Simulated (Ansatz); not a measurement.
# MgS: the cost of one run

Computed with Ansatz 0.2.0 (DFT PBE, scalar-relativistic, plane waves, PAW, unless a step's input says otherwise).

1 further run of the same task is left out (it didn't finish).

**1. The structure to begin with**

Symmetry: F-43m, No. 216, cubic system. The conventional cell has a = 5.666 Å, b = 5.666 Å, c = 5.666 Å, α = 90.00°, β = 90.00°, γ = 90.00°. Mg (site symmetry -43m) has 4 S at 2.45 Å as nearest neighbours. S (site symmetry -43m) has 4 Mg at 2.45 Å as nearest neighbours.

Structure file:

```cif
data_structure
_symmetry_space_group_name_H-M 'P 1'
_symmetry_Int_Tables_number 1
_cell_length_a 4.0066
_cell_length_b 4.0066
_cell_length_c 4.0066
_cell_angle_alpha 60.000
_cell_angle_beta 60.000
_cell_angle_gamma 60.000
_cell_volume 45.48
loop_
_atom_site_label
_atom_site_type_symbol
_atom_site_fract_x
_atom_site_fract_y
_atom_site_fract_z
_atom_site_occupancy
Mg1 Mg 0.00000 0.00000 0.00000 1
S1 S 0.75000 0.75000 0.75000 1
```

The structure comes from the Materials Project (structure only).

(A quick probe on a coarse mesh, which set the mesh and smearing, is not shown.)

**3. Full relaxation**

File input.yaml:

```yaml
crystal:
  lattice:
    - [0.0, 2.8331200468, 2.8331200468]
    - [2.8331200468, 0.0, 2.8331200468]
    - [2.8331200468, 2.8331200468, 0.0]
  atoms:
    - { symbol: Mg, position: [0.0, 0.0, 0.0] }
    - { symbol: S, position: [0.75, 0.75, 0.75] }
basis:
  ecutwfc: 420
kpoints:
  mp_grid: { grid: [8, 8, 8] }
hamiltonian:
  xc: pbe
scf:
  occupations: { method: gaussian, width: 0.02 }
output:
  forces: true
  stress: true
  eigenvalues: true
relax:
  adjacent_minimum: "off"
  f_tol: 0.005
  max_steps: 80
  cell: { stress_tol: 0.05 }
```

Launch:

```sh
$ ansatz run input.yaml --threads 4 --pin off --max-ram 6144MiB --backend cpu --events-out ev --progress --plain --runs-dir out
```

What time and memory should one allow on 4 threads of Arm Neoverse V1, shared host?

About 2.3 s, with a peak of 0.32 GiB.
